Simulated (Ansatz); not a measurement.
Runs of Ansatz 0.2.0 on HfN. It takes space group F-43m (No. 216, cubic). Conventional cell: a = 4.910 Å, b = 4.910 Å, c = 4.910 Å, α = 90.00°, β = 90.00°, γ = 90.00°. Hf (site symmetry -43m) is surrounded by 4 N at 2.13 Å. N (site symmetry -43m) is surrounded by 4 Hf at 2.13 Å. The cell comes from a database or a generator and needn't be the stable form of this composition.

```csv
level,spin,k mesh,cutoff (eV),gap on the mesh (eV),pressure (GPa)
HF,off,5 × 5 × 5,420,none,(b)
r2SCANh,off,5 × 5 × 5,500,none,(a)
B3LYP,off,5 × 5 × 5,420,none,3.2
HSE06,"SOC, no magnetisation",4 × 4 × 4,420,none,-1.4
r2SCAN0,off,5 × 5 × 5,500,none,-3.0
```

Alike in all rows: task single point; potentials or basis Ansatz PAW; cell as given; smearing fermi-dirac 0.05 eV; the mesh is coarse, so values aren't converged.

Question: Estimate the missing entries.

Answer: (a) -2.3; (b) 8.8.

Caveats: all runs use coarse meshes; the PAW data sets come from PBE, with cores solved anew for the run's functional, which leaves a small shift of forces and pressure; the thresholds are loose for stress.

A k mesh can miss the band edges, and rows without SOC leave out spin-orbit coupling on Hf.

A gap of «none» marks a metal or a gap under the smearing width.
